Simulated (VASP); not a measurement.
## Input and output of a VASP PBE single-point calculation on BaHfO3 (strained database structure)

INCAR

```
PREC = Accurate
LCHARG = .FALSE.
SIGMA = 0.02
LWAVE = .FALSE.
GGA = PE
ENCUT = 520
ISMEAR = -1
EDIFF = 1E-7
NBANDS = 27
NELM = 120
ISIF = 2
LREAL = .FALSE.
IBRION = -1
NSW = 0
LASPH = .TRUE.
```

KPOINTS

```
KPOINTS created by Atomic Simulation Environment
0
Gamma
6 6 6
0 0 0
```

KPOINTS_OPT

```
special points
4
Reciprocal
0.0000000000 0.0000000000 0.0000000000 1
0.0000000000 0.5000001203 0.0000000000 1
0.5000001203 0.5000001203 0.0000000000 1
0.5000001203 0.5000001203 0.4999997595 1
```

POSCAR

```
Ba Hf O
 1.0000000000000000
     4.1770517731999997    0.0962810434000000    0.0000000000000000
     0.0962810434000000    4.1770517731999997    0.0000000000000000
     0.0000000000000000    0.0000000000000000    4.1770487590999998
 Ba  Hf  O
   1   1   3
Cartesian
  2.1366664082999995  2.1366664082999995  4.1687128651602920
  0.0000000000000000  0.0000000000000000  2.0801884856102921
  0.0481405217000000  2.0885258865999994  2.0801884856102921
  2.0885258865999994  0.0481405217000000  2.0801884856102921
  0.0000000000000000  0.0000000000000000  4.1687128651602920
```

VASP ran with the recommended PBE PAW datasets (38 valence electrons in the cell).

Command

```
mpirun -np 1 vasp_std
```

OSZICAR

```
N       E                     dE             d eps       ncg     rms          rms(c)
DAV:   1     0.210333596613E+03    0.21033E+03   -0.20544E+04  2808   0.135E+03
DAV:   2    -0.387095330609E+02   -0.24904E+03   -0.24118E+03  3629   0.311E+02
DAV:   3    -0.502911607578E+02   -0.11582E+02   -0.11522E+02  3536   0.642E+01
DAV:   4    -0.505296241112E+02   -0.23846E+00   -0.23821E+00  4105   0.749E+00
DAV:   5    -0.505318872460E+02   -0.22631E-02   -0.22625E-02  3498   0.646E-01    0.586E+01
DAV:   6    -0.436816656611E+02    0.68502E+01   -0.33559E+01  3134   0.325E+01    0.507E+01
DAV:   7    -0.435308320866E+02    0.15083E+00   -0.18917E+00  3570   0.847E+00    0.331E+01
DAV:   8    -0.435198016498E+02    0.11030E-01   -0.33571E-01  3195   0.449E+00    0.808E+00
DAV:   9    -0.434985151574E+02    0.21286E-01   -0.77533E-02  3221   0.183E+00    0.228E+00
DAV:  10    -0.434986127807E+02   -0.97623E-04   -0.75098E-03  3536   0.558E-01    0.762E-01
DAV:  11    -0.434984792995E+02    0.13348E-03   -0.61365E-04  3520   0.151E-01    0.146E-01
DAV:  12    -0.434985132903E+02   -0.33991E-04   -0.66503E-05  3614   0.519E-02    0.105E-01
DAV:  13    -0.434985183192E+02   -0.50289E-05   -0.75489E-06  3816   0.175E-02    0.101E-02
DAV:  14    -0.434985182852E+02    0.34028E-07   -0.63941E-07  3404   0.496E-03
   1 F= -.43498518E+02 E0= -.43498518E+02  d E =-.956052E-13
       N       E                     dE             ncg
DAV:   1     0.300412990957E+04   -0.37559E+04      216
DAV:   2     0.208549475284E+04   -0.91864E+03      284
DAV:   3     0.204129292780E+04   -0.44202E+02      264
DAV:   4     0.204054421636E+04   -0.74871E+00      300
DAV:   5     0.204052885407E+04   -0.15362E-01      277
DAV:   6     0.204052844124E+04   -0.41283E-03      319
DAV:   7     0.204052843331E+04   -0.79358E-05      248
DAV:   8     0.204052843290E+04   -0.40870E-06      232
DAV:   9     0.204052843287E+04   -0.24756E-07      200
```

From OUTCAR

```
k-points           NKPTS =     52   k-points in BZ     NKDIM =     52   number of bands    NBANDS=     27

   NELECT =      38.0000    total number of electrons

   dimension x,y,z NGX =    32 NGY =   32 NGZ =   32
   dimension x,y,z NGXF=    64 NGYF=   64 NGZF=   64

  energy-cutoff  :      520.00
  volume of cell :       72.84
      direct lattice vectors                 reciprocal lattice vectors
     4.177051773  0.096281043  0.000000000     0.239530568 -0.005521180  0.000000000
     0.096281043  4.177051773  0.000000000    -0.005521180  0.239530568  0.000000000
     0.000000000  0.000000000  4.177048759     0.000000000  0.000000000  0.239403478

 k-points in reciprocal lattice and weights: KPOINTS created by Atomic Simulation Env
   0.00000000  0.00000000  0.00000000       0.005
   0.16666667  0.00000000  0.00000000       0.019
   0.33333333  0.00000000  0.00000000       0.019
   0.50000000  0.00000000  0.00000000       0.009
   0.16666667  0.16666667  0.00000000       0.009
   0.33333333  0.16666667  0.00000000       0.019
   0.50000000  0.16666667  0.00000000       0.019
  -0.33333333  0.16666667  0.00000000       0.019
   ...

 E-fermi :   2.9935

 k-point     1 :       0.0000    0.0000    0.0000
  band No.  band energies     occupation
      1     -26.3897      2.00000
      2     -26.3599      2.00000
      3     -26.3268      2.00000
      4     -22.8160      2.00000
      5     -14.2276      2.00000
      6     -13.6984      2.00000
      7     -13.6790      2.00000
      8      -8.0073      2.00000
      9      -7.9639      2.00000
     10      -7.9210      2.00000
     11       0.6796      2.00000
     12       0.7702      2.00000
     13       0.8673      2.00000
     14       1.3961      2.00000
     15       1.4803      2.00000
     16       1.5373      2.00000
     17       2.1468      2.00000
     18       2.2183      2.00000
     19       2.3379      2.00000
     20       5.8266      0.00000
     21       5.9285      0.00000
     22       6.1971      0.00000
     23       7.1435      0.00000
     24       7.2284      0.00000
     25       8.2533      0.00000
     26      10.9203      0.00000
     27      10.9863      0.00000

 k-point     2 :       0.1667    0.0000    0.0000
  band No.  band energies     occupation
      1     -26.4098      2.00000
      2     -26.3589      2.00000
      3     -26.3391      2.00000
      4     -22.7976      2.00000
      5     -14.2136      2.00000
      6     -13.6880      2.00000
      7     -13.5602      2.00000
      8      -7.9584      2.00000
      9      -7.9444      2.00000
     10      -7.8917      2.00000
     11       0.2811      2.00000
     12       0.6948      2.00000
     13       0.7064      2.00000
     14       1.1730      2.00000
     15       1.2328      2.00000
     16       1.2965      2.00000
     17       1.6092      2.00000
     18       2.1124      2.00000
     19       2.1407      2.00000
     20       6.0775      0.00000
     21       6.5496      0.00000
     22       6.7019      0.00000
     23       7.5935      0.00000
     24       7.6875      0.00000
     25       8.8463      0.00000
     26      10.8270      0.00000
     27      10.9210      0.00000

 k-point     3 :       0.3333    0.0000    0.0000
  band No.  band energies     occupation
      1     -26.4650      2.00000
      2     -26.3568      2.00000
      3     -26.3473      2.00000
      4     -22.7608      2.00000
      5     -14.2810      2.00000
      6     -13.6762      2.00000
      7     -13.1844      2.00000
      8      -7.9048      2.00000
      9      -7.8984      2.00000
     10      -7.7953      2.00000
     11      -0.8754      2.00000
     12       0.4930      2.00000
     13       0.4955      2.00000
     14       0.7905      2.00000
     15       0.8651      2.00000
     16       0.9033      2.00000
     17       0.9580      2.00000
     18       1.9650      2.00000
     19       1.9763      2.00000
     20       6.3967      0.00000
     21       7.8487      0.00000
     22       7.9774      0.00000
     23       8.5235      0.00000
     24       8.6566      0.00000
     25      10.1945      0.00000
     26      10.1958      0.00000
     27      10.9110      0.00000

 k-point     4 :       0.5000    0.0000    0.0000
  band No.  band energies     occupation
      1     -26.4949      2.00000
      2     -26.3558      2.00000
      3     -26.3483      2.00000
      4     -22.7425      2.00000
      5     -14.3328      2.00000
      6     -13.6704      2.00000
      7     -12.9577      2.00000
      8      -7.8847      2.00000
      9      -7.8777      2.00000
     10      -7.7375      2.00000
     11      -1.4788      2.00000
     12       0.3564      2.00000
     13       0.3710      2.00000
     14       0.6364      2.00000
     15       0.7333      2.00000
     16       0.7388      2.00000
     17       0.7569      2.00000
     18       1.9096      2.00000
     19       1.9176      2.00000
     20       6.5751      0.00000
     21       8.7529      0.00000
     22       8.7823      0.00000
     23       8.8991      0.00000
     24       9.1953      0.00000
     25       9.8280      0.00000
     26      11.0281      0.00000
     27      11.0749      0.00000

 k-point     5 :       0.1667    0.1667    0.0000
  band No.  band energies     occupation
      1     -26.4187      2.00000
      2     -26.3612      2.00000
      3     -26.3579      2.00000
      4     -22.7841      2.00000
      5     -14.1460      2.00000
      6     -13.6113      2.00000
      7     -13.5319      2.00000
      8      -8.0290      2.00000
      9      -7.9204      2.00000
     10      -7.8377      2.00000
     11       0.0039      2.00000
     12       0.4523      2.00000
     13       0.5977      2.00000
     14       0.6199      2.00000
     15       1.0278      2.00000
     16       1.3557      2.00000
     17       1.5282      2.00000
     18       1.9579      2.00000
     19       2.0509      2.00000
     20       6.5717      0.00000
     21       6.8658      0.00000
     22       7.0677      0.00000
     23       7.9145      0.00000
     24       8.0098      0.00000
     25       9.3329      0.00000
     26      10.7165      0.00000
     27      11.1855      0.00000

 k-point     6 :       0.3333    0.1667    0.0000
  band No.  band energies     occupation
      1     -26.4643      2.00000
      2     -26.3775      2.00000
      3     -26.3559      2.00000
      4     -22.7529      2.00000
      5     -14.1522      2.00000
      6     -13.5805      2.00000
      7     -13.2105      2.00000
      8      -7.9916      2.00000
      9      -7.8751      2.00000
     10      -7.8184      2.00000
     11      -0.9284      2.00000
     12      -0.1341      2.00000
     13       0.2476      2.00000
     14       0.4201      2.00000
     15       0.6875      2.00000
     16       1.0636      2.00000
     17       1.4368      2.00000
     18       1.7796      2.00000
     19       1.8961      2.00000
     20       6.9218      0.00000
     21       7.9860      0.00000
     22       8.0705      0.00000
     23       8.7895      0.00000
     24       9.0231      0.00000
     25      10.2040      0.00000
     26      10.5007      0.00000
     27      11.3213      0.00000

 k-point     7 :       0.5000    0.1667    0.0000
  band No.  band energies     occupation
      1     -26.4938      2.00000
      2     -26.3788      2.00000
      3     -26.3549      2.00000
      4     -22.7353      2.00000
      5     -14.1978      2.00000
      6     -13.5760      2.00000
      7     -12.9920      2.00000
      8      -7.9198      2.00000
      9      -7.8538      2.00000
     10      -7.8163      2.00000
     11      -1.5103      2.00000
     12      -0.3134      2.00000
     13       0.1667      2.00000
     14       0.2966      2.00000
     15       0.5507      2.00000
     16       0.9161      2.00000
     17       1.4209      2.00000
     18       1.6757      2.00000
     19       1.7331      2.00000
     20       7.1118      0.00000
     21       8.6490      0.00000
     22       8.7238      0.00000
     23       9.3908      0.00000
     24       9.6880      0.00000
     25      10.2375      0.00000
     26      10.3428      0.00000
     27      11.1646      0.00000

 ...

  Total        1.3580443      1.3580443      1.3436916     -2.0305992      0.0000000      0.0000000
  in kB       29.8707458     29.8707458     29.5550525    -44.6638682      0.0000000      0.0000000
  external PRESSURE =      29.7655147 kB  Pullay stress =       0.0000000 kB

 POSITION                                       TOTAL-FORCE (eV/Angst)
 -----------------------------------------------------------------------------------
      2.13667      2.13667      4.16871        -0.000000      0.000000      0.000000
      0.00000      0.00000      2.08019        -0.000000      0.000000      0.000000
      0.04814      2.08853      2.08019         0.000000      0.000000      0.000000
      2.08853      0.04814      2.08019        -0.000000      0.000000     -0.000000
      0.00000      0.00000      4.16871        -0.000000      0.000000      0.000000
 -----------------------------------------------------------------------------------
    total drift:                               -0.000000     -0.000000     -0.000054

  FREE ENERGIE OF THE ION-ELECTRON SYSTEM (eV)
  ---------------------------------------------------
  free  energy   TOTEN  =       -43.4985182852 eV

  energy  without entropy=      -43.4985182852  energy(sigma->0) =      -43.49851829
```

* gap between bands v and c: 3.35 eV
* least direct gap: 3.49 eV
* pressure: 3.0 GPa

Band v is the last that the valence electrons fill when counted band by band, and c is the next.

The run took about 82 s on one core of a shared host (Intel Xeon Platinum 8488C) and held 0.28 GiB at most.
